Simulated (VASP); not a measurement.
Write the native input for VASP 6.6.1 that does the following.

* Task: single point
* Functional: r2SCAN
* Potentials or basis: VASP PAW PBE potentials, release 64 (C)
* Cutoff: 520 eV
* k mesh: 12 × 12 × 2
* Occupations: gaussian, width 0.02 eV
* Spin: no spin polarisation
* Dipole correction: no
* Further INCAR settings: LREAL = Auto; ALGO = Normal; EDIFF = 1e-06; NBANDS = 46

Crystal: C.

```
C
1.0
     2.51361    0.00000    0.00000
    -1.25681    2.17685    0.00000
     0.00000    0.00000   16.50274
C
16
Cartesian
  0.0000 0.0000 15.7320
  1.2568 0.7256 4.9084
  0.0000 1.4512 13.1598
  1.2568 0.7256 3.3429
  0.0000 1.4512 1.2850
  0.0000 1.4512 5.4260
  0.0000 1.4512 6.9664
  1.2568 0.7256 11.0767
  0.0000 1.4512 11.5943
  0.0000 0.0000 7.4807
  0.0000 0.0000 0.7707
  0.0000 1.4512 2.8253
  1.2568 0.7256 13.6774
  0.0000 0.0000 9.0221
  1.2568 0.7256 9.5364
  1.2568 0.7256 15.2177
```

This is a hexagonal form of diamond, not graphite.

One way to write it, as run:

POSCAR

```
C
1.0
    2.5136134964      0.0000000000      0.0000000000
   -1.2568067482      2.1768531432      0.0000000000
    0.0000000000      0.0000000000     16.5027395170
C
16
Direct
    0.0000000000      0.0000000000      0.9532986296
    0.6666666667      0.3333333333      0.2974321909
    0.3333333333      0.6666666667      0.7974321909
    0.6666666667      0.3333333333      0.2025678091
    0.3333333333      0.6666666667      0.0778670093
    0.3333333333      0.6666666667      0.3287959150
    0.3333333333      0.6666666667      0.4221329907
    0.6666666667      0.3333333333      0.6712040850
    0.3333333333      0.6666666667      0.7025678091
    0.0000000000      0.0000000000      0.4532986296
    0.0000000000      0.0000000000      0.0467013704
    0.3333333333      0.6666666667      0.1712040850
    0.6666666667      0.3333333333      0.8287959150
    0.0000000000      0.0000000000      0.5467013704
    0.6666666667      0.3333333333      0.5778670093
    0.6666666667      0.3333333333      0.9221329907
```

INCAR.step1

```
SYSTEM = C
PREC = Accurate ; ENCUT = 520
ISMEAR = 0 ; SIGMA = 0.02
LREAL = Auto ; LASPH = .True.
NELM = 100 ; NBANDS = 46
GGA = PE ; ALGO = Normal
EDIFF = 1E-4 ; LWAVE = .True.
LCHARG = .False.
```

INCAR.step2

```
SYSTEM = C
PREC = Accurate ; ENCUT = 520
EDIFF = 1E-6 ; ISMEAR = 0
SIGMA = 0.02 ; LREAL = Auto
LASPH = .True. ; NELM = 100
ALGO = Normal ; ISIF = 2
LWAVE = .False. ; LCHARG = .False.
METAGGA = R2SCAN ; LMIXTAU = .True.
NBANDS = 46 ; ISTART = 1
```

KPOINTS

```
Automatic mesh
0
Gamma
  12 12 2
  0 0 0
```

Potentials or basis: VASP PAW PBE potentials, release 64 (C).

Command:

```console
$ cat potpaw_PBE.64/C/POTCAR > POTCAR
$ cp INCAR.step1 INCAR
$ mpirun -np 1 vasp_std > vasp.out
$ cp INCAR.step2 INCAR
$ mpirun -np 1 vasp_std > vasp.out
```

It gave:

| Property | Result |
| --- | --- |
| Pressure | 1.2 GPa |
| Largest force | 0.011 eV/Å |
| Band gap on the k mesh | 4.62 eV, indirect (least direct gap 5.68 eV) |

Caveat: the PAW data sets were made with another functional, which shifts forces and pressure a little.

Wall time 5.6 min on 1 thread of Intel(R) Xeon(R) 6975P-C (Granite Rapids), with other jobs on the host, peak memory 0.27 GiB.
